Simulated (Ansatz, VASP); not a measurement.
**Si: VASP beside Ansatz**

```
Si
1.0
     3.51948    2.03197    6.00213
    -3.51948    2.03197    6.00213
     0.00000   -4.06395    6.00213
Si
12
Direct
  0.01019 0.65361 0.01019
  0.01019 0.01019 0.65361
  0.65361 0.01019 0.01019
  0.98981 0.34639 0.98981
  0.34639 0.98981 0.98981
  0.98981 0.98981 0.34639
  0.22118 0.63060 0.22118
  0.22118 0.22118 0.63060
  0.63060 0.22118 0.22118
  0.77882 0.36940 0.77882
  0.36940 0.77882 0.77882
  0.77882 0.77882 0.36940
```

Alike in both runs: task single point; functional r2SCAN; k mesh 3 × 3 × 3; occupations gaussian, width 0.1 eV; no spin polarisation.

|  | VASP | Ansatz |
| --- | --- | --- |
| version | VASP 6.6.1 | Ansatz 0.2.0 |
| potentials or method | VASP PAW PBE potentials, release 64 (Si) | scalar-relativistic, plane waves, PAW |
| plane-wave cutoff (eV) | 520 | 500 |
| valence electrons in the cell | 48 | 48 |

VASP gave:

* gap on the k mesh at the Fermi level (eV): none
* pressure (GPa): -3.4
* largest component of the traceless stress (GPa): 2.79
* rms of the force components (eV/Å): 0.150

Problem. Estimate Ansatz's values.

Solution. gap on the k mesh at the Fermi level (eV): none; pressure (GPa): -3.3; largest component of the traceless stress (GPa): 2.82; rms of the force components (eV/Å): 0.153.

Atom by atom the forces differ by 0.004 eV/Å (rms over components). A gap of «none» marks a metal or a gap that the smearing closes.

Caveats: the k mesh is coarse (spacing up to 0.36 Å⁻¹), so the values aren't converged; the PAW data sets were made with another functional, which shifts forces and pressure a little (VASP).
